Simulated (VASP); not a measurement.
## BaTiO3: relaxation of cell and atoms with r2SCAN

Crystal: BaTiO3.

```xyz
5
Lattice="2.8274 1.6324 2.3184 -2.8274 1.6324 2.3184 0.0000 -3.2648 2.3184" Properties=species:S:1:pos:R:3 pbc="T T T"
Ba    0.0000    0.0000    0.0000
Ti    0.0000    0.0000    3.3698
O     0.0000    1.6033    2.3988
O    -1.3885   -0.8017    2.3988
O     1.3885   -0.8017    2.3988
```

```yaml
Program: VASP 6.6.1
Task: relaxation of cell and atoms
Functional: r2SCAN
Potentials_or_basis: VASP PAW PBE potentials, release 64 (Ba_sv, Ti_sv, O)
Cutoff: 600 eV
k_mesh: 7 × 7 × 7
Occupations: gaussian, width 0.03 eV
Spin: no spin polarisation
Further_INCAR_settings: ALGO = Normal; EDIFF = 1e-06; IBRION = 2; EDIFFG = -0.01; NSW = 90; ISIF = 3
```

```json
{"Relaxed volume": "13.14 Å³/atom", "Relaxed cell": "a = 4.035 Å, b = 4.035 Å, c = 4.035 Å, α = 89.82°, β = 89.82°, γ = 89.82°", "Space group after relaxing (to 0.05 Å)": "R3m (No. 160)", "Energy gained by relaxing": "3.4 meV/atom", "Ionic steps": "8", "Pressure after relaxing": "0.0 GPa", "Largest force after relaxing": "0.004 eV/Å", "Band gap on the k mesh": "2.82 eV, indirect (least direct gap 3.21 eV)"}
```

Forces in eV/Å, atoms in the order of the input:
```
Ba   0.000  0.000  0.001
Ti   0.000  0.000 -0.003
O    0.000 -0.003  0.001
O    0.003  0.002  0.001
O   -0.003  0.002  0.001
```

The path:
| step | energy change (eV) | largest force (eV/Å) | pressure (GPa) | volume (Å³) |
| --- | --- | --- | --- | --- |
| 1 | 0.0000 | 0.2558 | 3.78 | 64.20 |
| 2 | 0.0092 | 0.3093 | -4.27 | 67.05 |
| 3 | -0.0155 | 0.0907 | 0.04 | 65.44 |
| 4 | -0.0162 | 0.0610 | 0.03 | 65.50 |
| 5 | -0.0167 | 0.0482 | 0.01 | 65.61 |
| 6 | -0.0169 | 0.0247 | 0.02 | 65.64 |
| 7 | -0.0170 | 0.0060 | 0.03 | 65.67 |
| 8 | -0.0170 | 0.0036 | -0.03 | 65.70 |

Final structure:
```yaml
crystal:
  lattice:
    - [2.84878, 1.64475, 2.33706]
    - [-2.84878, 1.64475, 2.33706]
    - [0.00000, -3.28949, 2.33706]
  atoms:
    - { symbol: Ba, position: [0.99752, 0.99752, 0.99752] }
    - { symbol: Ti, position: [0.48426, 0.48426, 0.48426] }
    - { symbol: O, position: [0.50932, 0.50932, 0.01877] }
    - { symbol: O, position: [0.01877, 0.50932, 0.50932] }
    - { symbol: O, position: [0.50932, 0.01877, 0.50932] }
```

Levels at points of the mesh, in eV from the valence-band top:
```
           k point  band 18  band 19  band 20  band 21  band 22  band 23
(0.00, 0.00, 0.00)    -0.50    -0.39    -0.39     2.82     2.82     2.95
```

Run time: 4.3 min on 2 MPI ranks on Intel(R) Xeon(R) 6975P-C (Granite Rapids), with other jobs on the host, peak memory 0.25 GiB a rank.

Caveat: the PAW data sets were made with another functional, which shifts forces and pressure a little; spin-orbit coupling is left out, which moves the levels of the heavy elements; an odd mesh through Γ misses points on the zone boundary, where band edges often lie. r2SCAN opens gaps a little over a GGA but as a rule still falls short of measured ones.
